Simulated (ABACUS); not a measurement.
Crystal: MgS.

```
S Mg
1.0
     0.00000    2.83312    2.83312
     2.83312    0.00000    2.83312
     2.83312    2.83312    0.00000
S Mg
1 1
Cartesian
  1.4166 1.4166 1.4166
  0.0000 0.0000 0.0000
```

The cell comes from a database or a generator and needn't be the stable form of this composition.

```yaml
Program: ABACUS 3.10.1
Task: single point
Functional: PBE
Potentials_or_basis: PseudoDojo NC SR 0.4.1 PBE standard
Cutoff: 1143 eV
Density_cutoff: 4572 eV
Basis: plane waves
k_mesh: 8 × 8 × 8
Occupations: fermi-dirac, width 0.05 eV
Spin: no spin polarisation
```

On this cell: pressure 1.0 GPa; largest force zero by symmetry; band gap on the k mesh 3.44 eV, direct.

The same run follows on a disturbed copy (atoms moved at random, drawn with an rms of 0.05 Å):

```xyz
2
Lattice="0.0000 2.8331 2.8331 2.8331 0.0000 2.8331 2.8331 2.8331 0.0000" Properties=species:S:1:pos:R:3 pbc="T T T"
S     1.4079    1.4394    1.4292
Mg    0.0410   -0.0268   -0.0051
```

What does the disturbed cell give?

The energy moves by +7.9 meV/atom; pressure 1.1 GPa; largest force 0.444 eV/Å; band gap on the k mesh 3.36 eV, direct.

Forces on the atoms (eV/Å):
```
S    0.296 -0.295 -0.149
Mg  -0.296  0.295  0.149
```

Stress tensor (GPa, compression positive):
```
 1.08 -0.52 -1.12
-0.52  1.08  1.12
-1.12  1.12  1.16
```

A k mesh can miss the band edges.
